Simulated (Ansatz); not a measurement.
Geometry optimisation in Ansatz: input, command and trajectory.

```yaml
crystal:
  lattice:
    - [-1.6423573942, 1.6423573942, 5.5769273775]
    - [1.6423573942, -1.6423573942, 5.5769273775]
    - [1.6423573942, 1.6423573942, -5.5769273775]
  atoms:
    - { symbol: Nb, position: [0.7502233786, 0.7502233786, 0.0] }
    - { symbol: Nb, position: [0.5002233786, 1.0002233786, 0.5] }
    - { symbol: P, position: [0.3324051964, 0.3324051964, 0.0] }
    - { symbol: P, position: [0.0824051964, 0.5824051964, 0.5] }
basis:
  ecutwfc: 420
kpoints:
  mp_grid: { grid: [18, 18, 18] }
hamiltonian:
  xc: pbe
scf:
  occupations: { method: gaussian, width: 0.1 }
output:
  forces: true
  stress: true
  eigenvalues: true
relax:
  adjacent_minimum: "off"
  f_tol: 0.01
  max_steps: 30
  cell: { stress_tol: 0.1, fix: [volume] }
```

```bash
ansatz run input.yaml --threads 1 --pin off --max-ram 2560MiB --backend cpu --events-out ev --progress --plain --runs-dir out
```

Theory: Ansatz 0.2.0, DFT PBE, scalar-relativistic, plane waves, PAW.

The volume is held at 0.94 times that of the relaxed cell.

Of 4 frames 3 are shown, positions in Å and forces in eV/Å; the SCF threshold varies from step to step. Steps run on the plane waves of an earlier cell, with a Pulay correction in the pressure. The basis is chosen afresh for the last frame, the zero of the energies, and at times for earlier ones too; energy and pressure step there, also at an unchanged geometry.

```xyz
4
Lattice="-1.6424 1.6424 5.5769 1.6424 -1.6424 5.5769 1.6424 1.6424 -5.5769" Properties=species:S:1:pos:R:3:forces:R:3 pbc="T T T" step=1 free_energy_over_end_meV_per_atom=0.23 pressure_GPa=13.26
Nb    0.0000    0.0000    8.3679    0.0000    0.0000    0.0164
Nb    1.6424    0.0000    5.5794    0.0000    0.0000    0.0164
P     0.0000    0.0000    3.7076    0.0000    0.0000   -0.0164
P     1.6424    0.0000    0.9191    0.0000    0.0000   -0.0164
4
Lattice="-1.6485 1.6485 5.5355 1.6485 -1.6485 5.5355 1.6485 1.6485 -5.5355" Properties=species:S:1:pos:R:3:forces:R:3 pbc="T T T" step=2 free_energy_over_end_meV_per_atom=0.16 pressure_GPa=12.96
Nb    0.0000    0.0000    8.3102    0.0000    0.0000   -0.0086
Nb    1.6485    0.0000    5.5424    0.0000    0.0000   -0.0086
P     0.0000    0.0000    3.6756    0.0000    0.0000    0.0085
P     1.6485    0.0000    0.9078    0.0000    0.0000    0.0085
4
Lattice="-1.6457 1.6457 5.5543 1.6457 -1.6457 5.5543 1.6457 1.6457 -5.5543" Properties=species:S:1:pos:R:3:forces:R:3 pbc="T T T" step=4 free_energy_over_end_meV_per_atom=0.00 pressure_GPa=13.10
Nb    0.0000    0.0000    8.3365    0.0000    0.0000    0.0010
Nb    1.6457    0.0000    5.5593    0.0000    0.0000    0.0010
P     0.0000    0.0000    3.6901    0.0000    0.0000   -0.0010
P     1.6457    0.0000    0.9129    0.0000    0.0000   -0.0010
```

It took 76 s on 1 thread of AMD EPYC 9R45 96-Core Processor (Zen 5), on a shared host, peak memory 0.91 GiB.